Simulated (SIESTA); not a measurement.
Crystal: W.

```xyz
1
Lattice="2.7407 0.0000 0.0000 -0.9136 2.5840 0.0000 -0.9136 -1.2920 2.2378" Properties=species:S:1:pos:R:3 pbc="T T T"
W     0.0000    0.0000    0.0000
```

Base run:

| Item | Value |
| --- | --- |
| Program | SIESTA 5.4.2 |
| Functional | PBE |
| Potentials or basis | SG15 1.2 (PBE files) or PseudoDojo by element |
| Basis | DZP (energy shift 0.003 Ry; two zetas on semicore shells) |
| Grid cutoff | 800 Ry |
| Energy shift | 0.003 Ry |
| k mesh | 12 × 12 × 12 |
| Occupations | fermi-dirac, width 0.05 eV |
| Spin | no spin polarisation |

Its results: band gap on the k mesh none (metal or under the smearing width); pressure -9.2 GPa.

Problem. The run is repeated on the same cell with these changes: potentials or basis from SG15 1.2 (PBE files) or PseudoDojo by element to PseudoDojo 0.4 standard (PBE files); valence electrons from 28 to 14. What comes out?

Solution. Band gap on the k mesh none (metal or under the smearing width); pressure 9.9 GPa.

Caveats: spin-orbit coupling is left out, which moves the levels of the heavy elements; the basis of atomic orbitals isn't converged, which shifts pressures, moduli and gaps; short orbitals over semicore shells can move pressures by several GPa (some runs).
